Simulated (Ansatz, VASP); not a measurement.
One calculation of Hg, two programs

```
Hg
1.0
    -1.91296    1.85608    1.92149
     1.87501   -1.89581    1.92322
     1.89161    1.87446   -1.96038
Hg
1
Direct
  0.49875 0.49348 0.99515
```

Change from the starting cell: cell strained at random at fixed volume.

Alike in both runs: task single point; functional PBE; k mesh 10 × 10 × 10; occupations fermi-dirac, width 0.05 eV; no spin polarisation.

|  | VASP | Ansatz |
| --- | --- | --- |
| version | VASP 6.6.1 | Ansatz 0.2.0 |
| potentials or method | VASP PAW PBE potentials, release 64 (Hg) | Ansatz PAW |
| plane-wave cutoff (eV) | 520 | 420 |
| valence electrons in the cell | 12 | 20 |

VASP gave:

| Item | Value |
| --- | --- |
| gap on the k mesh at the Fermi level (eV) | none |
| pressure (GPa) | 1.5 |
| largest component of the traceless stress (GPa) | 0.18 |

**Question.** Estimate Ansatz's values.

**Answer.** gap on the k mesh at the Fermi level (eV): none; pressure (GPa): 1.4; largest component of the traceless stress (GPa): 0.18.

A gap of «none» marks a metal or a gap that the smearing closes. The two sets of potentials don't hold the same shells in valence.

Spin-orbit coupling is left out, which matters for the levels of Hg.
